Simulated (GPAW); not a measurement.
# InP (F-43m) in GPAW: settings compared

The runs below take InP through relaxation of cell and atoms, with PBE+D3(BJ), PBE+D4.

Program: GPAW 26.7.0. These are calculated values, not measurements. Logs are shortened: lines on timing, memory, paths and dates and some standing lists are left out, and cuts for length are marked. The log counts tension as positive stress, the text compression.

## 1. The structure

Symmetry: F-43m, No. 216, cubic system. The conventional cell has a = 5.861 Å, b = 5.861 Å, c = 5.861 Å, α = 90.00°, β = 90.00°, γ = 90.00°. Around In (site symmetry -43m) lie 4 P at 2.54 Å. Around P (site symmetry -43m) lie 4 In at 2.54 Å.

## 2. Relaxation of cell and atoms, PBE+D3(BJ), target pressure -1 GPa, at which the enthalpy is minimised

run.py reads:

```python
from ase.calculators.mixing import SumCalculator
from ase.filters import FrechetCellFilter
from ase.io import read, write
from ase.optimize import LBFGS
from ase.units import GPa
from dftd3.ase import DFTD3
from gpaw import GPAW, PW

atoms = read('InP.xyz')

calc = GPAW(mode=PW(600),
            xc='PBE',
            kpts={'size': (8, 8, 8), 'gamma': True},
            occupations={'name': 'fermi-dirac', 'width': 0.05},
            nbands=18,
            convergence={'density': 1e-05, 'forces': 0.0001},
            maxiter=150,
            txt='gpaw.txt')
atoms.calc = SumCalculator([calc, DFTD3(method='pbe', damping='d3bj')])
opt = LBFGS(FrechetCellFilter(atoms, scalar_pressure=-1 * GPa), trajectory='relax.traj', logfile='-')
done = opt.run(fmax=0.02, steps=60)
calc.write('gs.gpw')
write('result.traj', atoms)
print('Converged:', done)
print('Cell:', atoms.cell.cellpar().round(4))
print('Volume:', round(atoms.get_volume(), 4))
print(atoms.get_scaled_positions().round(5))
```

InP.xyz reads:

```xyz
2
Lattice="0.0000000000 2.9305000000 2.9305000000 2.9305000000 0.0000000000 2.9305000000 2.9305000000 2.9305000000 0.0000000000" Properties=species:S:1:pos:R:3 pbc="T T T"
In     0.0000000000      0.0000000000      0.0000000000
P      4.3957500000      4.3957500000      4.3957500000
```

Potentials or basis: GPAW PAW data sets (gpaw-data 1.2.1), pw.

Command:

```bash
OMP_NUM_THREADS=1 python run.py
```

gpaw.txt:

```text
__  _  _
 | _ |_)|_||  |
 |__||  | ||/\| - 26.7.0

Input parameters:
  mode=PW(ecut=600.0),
  convergence={'density': 1e-05, 'forces': 0.0001},
  kpts=MonkhorstPack(size=(8, 8, 8), gamma=True),
  maxiter=150,
  nbands=18,
  occupations=Occupations(name='fermi-dirac', width=0.05),
  xc=XC(name='PBE')

Diagonalizing LCAO Hamiltonian
Converting LCAO to pw mode

                     P

       In

Atoms  # Å, Bohr magnetons
|   | symbol |        x |        y |        z |    initial magnetic moments |
|---|--------|----------|----------|----------|-----------------------------|
| 0 |     In | 0.000000 | 0.000000 | 0.000000 | ( 0.0000,  0.0000,  0.0000) |
| 1 |      P | 4.395750 | 4.395750 | 4.395750 | ( 0.0000,  0.0000,  0.0000) |

Unit cell  # Å
| periodic |        x |        y |        z |  lengths |    angles |
|----------|----------|----------|----------|----------|-----------|
|      yes | 0.000000 | 2.930500 | 2.930500 | 4.144353 | 60.000000 |
|      yes | 2.930500 | 0.000000 | 2.930500 | 4.144353 | 60.000000 |
|      yes | 2.930500 | 2.930500 | 0.000000 | 4.144353 | 60.000000 |

Number of symmetries: 24
Symmetry operations  # r_c * U_cc + t_c -> r_c
|    | kind |            matrix            |
|----|------|------------------------------|
|  0 |  E   |  1, 0, 0,  0, 1, 0,  0, 0, 1 |
|  1 |  σ   |  1, 0, 0,  0, 0, 1,  0, 1, 0 |
|  2 |  σ   |  1, 0,-1,  0, 1,-1,  0, 0,-1 |
|  3 |  C3  |  1, 0,-1,  0, 0,-1,  0, 1,-1 |
|  4 |  C3  |  1,-1, 0,  0,-1, 1,  0,-1, 0 |
|  5 |  σ   |  1,-1, 0,  0,-1, 0,  0,-1, 1 |
|  6 |  σ   |  0, 1, 0,  1, 0, 0,  0, 0, 1 |
|  7 |  C3  |  0, 1, 0,  0, 0, 1,  1, 0, 0 |
|  8 |  C2  |  0, 1,-1,  1, 0,-1,  0, 0,-1 |
|  9 |  S4  |  0, 1,-1,  0, 0,-1,  1, 0,-1 |
| 10 |  C3  |  0, 0, 1,  1, 0, 0,  0, 1, 0 |
| 11 |  σ   |  0, 0, 1,  0, 1, 0,  1, 0, 0 |
| 12 |  S4  |  0, 0,-1,  1, 0,-1,  0, 1,-1 |
| 13 |  C3  |  0, 0,-1,  0, 1,-1,  1, 0,-1 |
| 14 |  S4  |  0,-1, 1,  1,-1, 0,  0,-1, 0 |
| 15 |  C2  |  0,-1, 1,  0,-1, 0,  1,-1, 0 |
| 16 |  C3  |  0,-1, 0,  1,-1, 0,  0,-1, 1 |
| 17 |  S4  |  0,-1, 0,  0,-1, 1,  1,-1, 0 |
| 18 |  S4  | -1, 1, 0, -1, 0, 1, -1, 0, 0 |
| 19 |  C3  | -1, 1, 0, -1, 0, 0, -1, 0, 1 |
| 20 |  C3  | -1, 0, 1, -1, 1, 0, -1, 0, 0 |
| 21 |  S4  | -1, 0, 1, -1, 0, 0, -1, 1, 0 |
| 22 |  σ   | -1, 0, 0, -1, 1, 0, -1, 0, 1 |
| 23 |  C2  | -1, 0, 0, -1, 0, 1, -1, 1, 0 |

BZ-sampling:
  Number of BZ points: 512
  Number of IBZ points: 29

  Monkhorst-Pack size: [8, 8, 8]
  Monkhorst-Pack shift: [0.0625, 0.0625, 0.0625]

K-points  # in reciprocal-cell coordinates
|     |                                coordinates |     weight |
|-----|--------------------------------------------|------------|
|   0 | (  0.00000000,   0.00000000,   0.00000000) | 0.00195312 |
|   1 | (  0.12500000,   0.12500000,   0.00000000) | 0.01171875 |
|   2 | (  0.12500000,   0.12500000,   0.12500000) | 0.01562500 |
|   3 | (  0.25000000,   0.12500000,   0.12500000) | 0.02343750 |
|   4 | (  0.25000000,   0.25000000,   0.00000000) | 0.01171875 |
|   5 | (  0.25000000,   0.25000000,   0.12500000) | 0.04687500 |
|   6 | (  0.25000000,   0.25000000,   0.25000000) | 0.01562500 |
|   7 | (  0.37500000,   0.25000000,  -0.37500000) | 0.04687500 |
|   8 | (  0.37500000,   0.25000000,   0.12500000) | 0.04687500 |
|   9 | (  0.37500000,   0.25000000,   0.25000000) | 0.04687500 |
| ... |                                            |            |
|  28 | (  0.50000000,   0.50000000,   0.50000000) | 0.00781250 |
[... 142 lines left out ...]
Fermi level: 5.304
Eigenvalues  # (at kpt = [0.000, 0.000, 0.000])
| band index |      eig [eV] | occ [0-2] |
|------------|---------------|-----------|
|          0 |        -9.182 |     2.000 |
|          1 |        -9.182 |     2.000 |
|          2 |        -9.182 |     2.000 |
|          3 |        -9.028 |     2.000 |
|          4 |        -9.028 |     2.000 |
|          5 |        -6.605 |     2.000 |
[... 10 lines left out ...]
|         16 |        16.132 |     0.000 |
|         17 |        16.132 |     0.000 |

Gap: 0.711 eV
Transition (v -> c):
  (s=0, k=0, n=8, [0.00, 0.00, 0.00]) -> (s=0, k=0, n=9, [0.00, 0.00, 0.00])
No difference between direct/indirect transitions

Stress tensor  # eV/Ang^3
|         x |         y |         z |
|-----------|-----------|-----------|
| -0.019000 |  0.000000 |  0.000000 |
|  0.000000 | -0.019000 |  0.000000 |
|  0.000000 |  0.000000 | -0.019000 |

Forces  # eV/Ang
|        x |       y |       z |
|----------|---------|---------|
| -0.00000 | 0.00000 | 0.00000 |  # In   0
|  0.00000 | 0.00000 | 0.00000 |  # P    1

Interpolating wave functions to new cell

                     P

       In

Atoms  # Å, Bohr magnetons
|   | symbol |         x |        y |        z |    initial magnetic moments |
|---|--------|-----------|----------|----------|-----------------------------|
| 0 |     In | -0.000000 | 0.000000 | 0.000000 | ( 0.0000,  0.0000,  0.0000) |
| 1 |      P |  4.404816 | 4.404816 | 4.404816 | ( 0.0000,  0.0000,  0.0000) |

Unit cell  # Å
| periodic |        x |         y |         z |  lengths |    angles |
|----------|----------|-----------|-----------|----------|-----------|
|      yes | 0.000000 |  2.936544 |  2.936544 | 4.152900 | 60.000000 |
|      yes | 2.936544 | -0.000000 |  2.936544 | 4.152900 | 60.000000 |
|      yes | 2.936544 |  2.936544 | -0.000000 | 4.152900 | 60.000000 |

Number of symmetries: 24
Symmetry operations  # r_c * U_cc + t_c -> r_c
|    | kind |            matrix            |
|----|------|------------------------------|
|  0 |  E   |  1, 0, 0,  0, 1, 0,  0, 0, 1 |
|  1 |  σ   |  1, 0, 0,  0, 0, 1,  0, 1, 0 |
|  2 |  σ   |  1, 0,-1,  0, 1,-1,  0, 0,-1 |
|  3 |  C3  |  1, 0,-1,  0, 0,-1,  0, 1,-1 |
|  4 |  C3  |  1,-1, 0,  0,-1, 1,  0,-1, 0 |
|  5 |  σ   |  1,-1, 0,  0,-1, 0,  0,-1, 1 |
|  6 |  σ   |  0, 1, 0,  1, 0, 0,  0, 0, 1 |
|  7 |  C3  |  0, 1, 0,  0, 0, 1,  1, 0, 0 |
|  8 |  C2  |  0, 1,-1,  1, 0,-1,  0, 0,-1 |
|  9 |  S4  |  0, 1,-1,  0, 0,-1,  1, 0,-1 |
| 10 |  C3  |  0, 0, 1,  1, 0, 0,  0, 1, 0 |
| 11 |  σ   |  0, 0, 1,  0, 1, 0,  1, 0, 0 |
| 12 |  S4  |  0, 0,-1,  1, 0,-1,  0, 1,-1 |
| 13 |  C3  |  0, 0,-1,  0, 1,-1,  1, 0,-1 |
| 14 |  S4  |  0,-1, 1,  1,-1, 0,  0,-1, 0 |
| 15 |  C2  |  0,-1, 1,  0,-1, 0,  1,-1, 0 |
| 16 |  C3  |  0,-1, 0,  1,-1, 0,  0,-1, 1 |
| 17 |  S4  |  0,-1, 0,  0,-1, 1,  1,-1, 0 |
| 18 |  S4  | -1, 1, 0, -1, 0, 1, -1, 0, 0 |
| 19 |  C3  | -1, 1, 0, -1, 0, 0, -1, 0, 1 |
| 20 |  C3  | -1, 0, 1, -1, 1, 0, -1, 0, 0 |
| 21 |  S4  | -1, 0, 1, -1, 0, 0, -1, 1, 0 |
| 22 |  σ   | -1, 0, 0, -1, 1, 0, -1, 0, 1 |
| 23 |  C2  | -1, 0, 0, -1, 0, 1, -1, 1, 0 |

BZ-sampling:
  Number of BZ points: 512
  Number of IBZ points: 29

  Monkhorst-Pack size: [8, 8, 8]
  Monkhorst-Pack shift: [0.0625, 0.0625, 0.0625]

K-points  # in reciprocal-cell coordinates
|     |                                coordinates |     weight |
|-----|--------------------------------------------|------------|
|   0 | (  0.00000000,   0.00000000,   0.00000000) | 0.00195312 |
|   1 | (  0.12500000,   0.12500000,   0.00000000) | 0.01171875 |
|   2 | (  0.12500000,   0.12500000,   0.12500000) | 0.01562500 |
|   3 | (  0.25000000,   0.12500000,   0.12500000) | 0.02343750 |
|   4 | (  0.25000000,   0.25000000,   0.00000000) | 0.01171875 |
|   5 | (  0.25000000,   0.25000000,   0.12500000) | 0.04687500 |
|   6 | (  0.25000000,   0.25000000,   0.25000000) | 0.01562500 |
|   7 | (  0.37500000,   0.25000000,  -0.37500000) | 0.04687500 |
|   8 | (  0.37500000,   0.25000000,   0.12500000) | 0.04687500 |
|   9 | (  0.37500000,   0.25000000,   0.25000000) | 0.04687500 |
| ... |                                            |            |
|  28 | (  0.50000000,   0.50000000,   0.50000000) | 0.00781250 |
[... 140 lines left out ...]
Fermi level: 5.222
Eigenvalues  # (at kpt = [0.000, 0.000, 0.000])
| band index |      eig [eV] | occ [0-2] |
|------------|---------------|-----------|
|          0 |        -9.235 |     2.000 |
|          1 |        -9.235 |     2.000 |
|          2 |        -9.235 |     2.000 |
|          3 |        -9.084 |     2.000 |
|          4 |        -9.084 |     2.000 |
|          5 |        -6.628 |     2.000 |
[... 10 lines left out ...]
|         16 |        16.053 |     0.000 |
|         17 |        16.053 |     0.000 |

Gap: 0.677 eV
Transition (v -> c):
  (s=0, k=0, n=8, [0.00, 0.00, 0.00]) -> (s=0, k=0, n=9, [0.00, 0.00, 0.00])
No difference between direct/indirect transitions

Stress tensor  # eV/Ang^3
|         x |         y |         z |
|-----------|-----------|-----------|
| -0.016175 |  0.000000 |  0.000000 |
|  0.000000 | -0.016175 |  0.000000 |
|  0.000000 |  0.000000 | -0.016175 |

Forces  # eV/Ang
|       x |        y |        z |
|---------|----------|----------|
| 0.00000 | -0.00000 | -0.00000 |  # In   0
| 0.00000 | -0.00000 |  0.00000 |  # P    1

Interpolating wave functions to new cell

                     P

       In

Atoms  # Å, Bohr magnetons
|   | symbol |        x |         y |         z |    initial magnetic moments |
|---|--------|----------|-----------|-----------|-----------------------------|
| 0 |     In | 0.000000 | -0.000000 | -0.000000 | ( 0.0000,  0.0000,  0.0000) |
| 1 |      P | 4.435794 |  4.435794 |  4.435794 | ( 0.0000,  0.0000,  0.0000) |

Unit cell  # Å
| periodic |         x |         y |         z |  lengths |    angles |
|----------|-----------|-----------|-----------|----------|-----------|
|      yes | -0.000000 |  2.957196 |  2.957196 | 4.182106 | 60.000000 |
|      yes |  2.957196 | -0.000000 |  2.957196 | 4.182106 | 60.000000 |
|      yes |  2.957196 |  2.957196 | -0.000000 | 4.182106 | 60.000000 |

Number of symmetries: 24
Symmetry operations  # r_c * U_cc + t_c -> r_c
|    | kind |            matrix            |
|----|------|------------------------------|
|  0 |  E   |  1, 0, 0,  0, 1, 0,  0, 0, 1 |
|  1 |  σ   |  1, 0, 0,  0, 0, 1,  0, 1, 0 |
|  2 |  σ   |  1, 0,-1,  0, 1,-1,  0, 0,-1 |
|  3 |  C3  |  1, 0,-1,  0, 0,-1,  0, 1,-1 |
|  4 |  C3  |  1,-1, 0,  0,-1, 1,  0,-1, 0 |
|  5 |  σ   |  1,-1, 0,  0,-1, 0,  0,-1, 1 |
|  6 |  σ   |  0, 1, 0,  1, 0, 0,  0, 0, 1 |
|  7 |  C3  |  0, 1, 0,  0, 0, 1,  1, 0, 0 |
|  8 |  C2  |  0, 1,-1,  1, 0,-1,  0, 0,-1 |
|  9 |  S4  |  0, 1,-1,  0, 0,-1,  1, 0,-1 |
| 10 |  C3  |  0, 0, 1,  1, 0, 0,  0, 1, 0 |
| 11 |  σ   |  0, 0, 1,  0, 1, 0,  1, 0, 0 |
| 12 |  S4  |  0, 0,-1,  1, 0,-1,  0, 1,-1 |
| 13 |  C3  |  0, 0,-1,  0, 1,-1,  1, 0,-1 |
| 14 |  S4  |  0,-1, 1,  1,-1, 0,  0,-1, 0 |
| 15 |  C2  |  0,-1, 1,  0,-1, 0,  1,-1, 0 |
| 16 |  C3  |  0,-1, 0,  1,-1, 0,  0,-1, 1 |
| 17 |  S4  |  0,-1, 0,  0,-1, 1,  1,-1, 0 |
| 18 |  S4  | -1, 1, 0, -1, 0, 1, -1, 0, 0 |
| 19 |  C3  | -1, 1, 0, -1, 0, 0, -1, 0, 1 |
| 20 |  C3  | -1, 0, 1, -1, 1, 0, -1, 0, 0 |
| 21 |  S4  | -1, 0, 1, -1, 0, 0, -1, 1, 0 |
| 22 |  σ   | -1, 0, 0, -1, 1, 0, -1, 0, 1 |
| 23 |  C2  | -1, 0, 0, -1, 0, 1, -1, 1, 0 |

BZ-sampling:
  Number of BZ points: 512
  Number of IBZ points: 29

  Monkhorst-Pack size: [8, 8, 8]
  Monkhorst-Pack shift: [0.0625, 0.0625, 0.0625]

K-points  # in reciprocal-cell coordinates
|     |                                coordinates |     weight |
|-----|--------------------------------------------|------------|
|   0 | (  0.00000000,   0.00000000,   0.00000000) | 0.00195312 |
|   1 | (  0.12500000,   0.12500000,   0.00000000) | 0.01171875 |
|   2 | (  0.12500000,   0.12500000,   0.12500000) | 0.01562500 |
|   3 | (  0.25000000,   0.12500000,   0.12500000) | 0.02343750 |
|   4 | (  0.25000000,   0.25000000,   0.00000000) | 0.01171875 |
|   5 | (  0.25000000,   0.25000000,   0.12500000) | 0.04687500 |
|   6 | (  0.25000000,   0.25000000,   0.25000000) | 0.01562500 |
|   7 | (  0.37500000,   0.25000000,  -0.37500000) | 0.04687500 |
|   8 | (  0.37500000,   0.25000000,   0.12500000) | 0.04687500 |
|   9 | (  0.37500000,   0.25000000,   0.25000000) | 0.04687500 |
| ... |                                            |            |
|  28 | (  0.50000000,   0.50000000,   0.50000000) | 0.00781250 |
[... 141 lines left out ...]
Fermi level: 4.945
Eigenvalues  # (at kpt = [0.000, 0.000, 0.000])
| band index |      eig [eV] | occ [0-2] |
|------------|---------------|-----------|
|          0 |        -9.415 |     2.000 |
|          1 |        -9.415 |     2.000 |
|          2 |        -9.415 |     2.000 |
|          3 |        -9.274 |     2.000 |
|          4 |        -9.274 |     2.000 |
|          5 |        -6.707 |     2.000 |
[... 10 lines left out ...]
|         16 |        15.784 |     0.000 |
|         17 |        15.784 |     0.000 |

Gap: 0.563 eV
Transition (v -> c):
  (s=0, k=0, n=8, [0.00, 0.00, 0.00]) -> (s=0, k=0, n=9, [0.00, 0.00, 0.00])
No difference between direct/indirect transitions

Stress tensor  # eV/Ang^3
|         x |         y |         z |
|-----------|-----------|-----------|
| -0.007118 |  0.000000 |  0.000000 |
|  0.000000 | -0.007118 |  0.000000 |
|  0.000000 |  0.000000 | -0.007118 |

Forces  # eV/Ang
|       x |        y |        z |
|---------|----------|----------|
| 0.00000 |  0.00000 | -0.00000 |  # In   0
| 0.00000 | -0.00000 |  0.00000 |  # P    1

# Writing to gs.gpw (mode='')
```

Wall time 43 s (1 thread of Arm Neoverse V1, shared host); peak memory 0.22 GiB.

What came out:

* Free energy: -9.2390 eV
* Relaxed volume: 25.86 Å³/atom
* Relaxed cell: a = 4.182 Å, b = 4.182 Å, c = 4.182 Å, α = 60.00°, β = 60.00°, γ = 60.00°
* Space group after relaxing (to 0.05 Å): F-43m (No. 216)
* Energy change on relaxing (the enthalpy is what falls): +0.2 meV/atom
* Ionic steps: 3
* Pressure after relaxing: -1.0 GPa
* Band gap on the k mesh: 0.56 eV, direct
* Dispersion energy per atom: -0.304 eV

The path:
```csv
step,energy change (eV),largest force (eV/Å),pressure (GPa),volume (Å³)
1,0.0000,0.0000,0.84,50.33
2,-0.0013,0.0000,0.41,50.65
3,0.0004,0.0000,-0.95,51.72
```

Final structure:
```xyz
2
Lattice="0.0000 2.9572 2.9572 2.9572 0.0000 2.9572 2.9572 2.9572 0.0000" Properties=species:S:1:pos:R:3 pbc="T T T"
In    0.0000    0.0000    0.0000
P     4.4358    4.4358    4.4358
```

Caveat: later steps reuse the first step's grids; spin-orbit coupling is left out, which moves the levels of the heavy elements.

(Continued in part 2 of 2.)
